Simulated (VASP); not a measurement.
Runs of VASP 6.6.1 on MgS (Niningerite). The structure is cubic, space group Fm-3m (No. 225). The conventional cell has a = 5.203 Å, b = 5.203 Å, c = 5.203 Å, α = 90.00°, β = 90.00°, γ = 90.00°. S (site symmetry m-3m) has 6 Mg at 2.60 Å as nearest neighbours. Mg (site symmetry m-3m) is surrounded by 6 S at 2.60 Å. 

| task | level | potentials or basis | cell | cutoff (eV) | smearing | k mesh for the DOS | optimiser | other keys | gap on the mesh (eV) | pressure (GPa) | relaxed volume (Å³/atom) |
| --- | --- | --- | --- | --- | --- | --- | --- | --- | --- | --- | --- |
| electron localisation function | optB86b-vdW | VASP PAW PBE potentials, release 64 (S, Mg) | volume scaled by 1.25 | 520 | tetrahedron | - | - | ISMEAR = -5; SIGMA = 0.01 | 2.25 | (a) | - |
| single point | PBE | VASP PAW PBE potentials, release 64 (S_GW, Mg_GW) | as given | 550 | gaussian 0.02 eV | - | - | - | 2.90 | 0.9 | - |
| relaxation of cell and atoms | BLYP+D3 | VASP PAW PBE potentials, release 64 (S, Mg) | relaxed from: volume scaled by 0.88 | 600 | gaussian 0.1 eV | - | - | - | 2.93 | 0.0 | (b) |
| relaxation of cell and atoms | PW91 | VASP PAW PBE potentials, release 64 (S, Mg) | relaxed from: atoms moved at random, drawn with an rms of 0.02 Å | 580 | gaussian 0.01 eV | - | vasp | - | 2.90 | 0.0 | 17.82 |

Alike in all rows: no spin polarisation; k mesh 9 × 9 × 9.

Q: Fill in the values left out.

A: (a) -11.1; (b) 17.88.

Caveats: an odd mesh through Γ misses points on the zone boundary, where band edges often lie; the PAW data sets were made with another functional, which shifts forces and pressure a little (some runs).
